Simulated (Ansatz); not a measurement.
ZnTe, response to strain

Consider ZnTe in the zinc blende structure (space group F-43m, No. 216; a = 6.1134 Å). Axes: x, y, z lie along the cube axes.

Strains are applied to the cell and any free atomic positions relax; under biaxial strain the out-of-plane vector relaxes too.

Calculations: r2SCAN, PAW, 500 eV (Ansatz, a first-principles code; no spin-orbit coupling).

Candidates:
(a) strain tensor (xx, yy, zz, yz, xz, xy) = (−0.27, +0.24, +0.57, −0.33, −0.31, +1.57) %
(b) biaxial strain +1.09 %, plane normal [001], relaxed out of plane
(c) isotropic strain +1.34 %
(d) isotropic strain −1.38 %
(e) uniaxial strain ε_xx = −1.61 %

Before the change:

```
Item       Result
--------  -------
Band gap  1.79 eV
```

Order them by band gap, lowest first.

(c) isotropic strain +1.34 % (1.59 eV), (a) strain tensor (xx, yy, zz, yz, xz, xy) = (−0.27, +0.24, +0.57, −0.33, −0.31, +1.57) % (1.64 eV), (b) biaxial strain +1.09 %, plane normal [001], relaxed out of plane (1.68 eV), (e) uniaxial strain ε_xx = −1.61 % (1.83 eV), (d) isotropic strain −1.38 % (2.00 eV)

With Te present, leaving out spin-orbit coupling can change the band edges. No phonon test of stability was made.
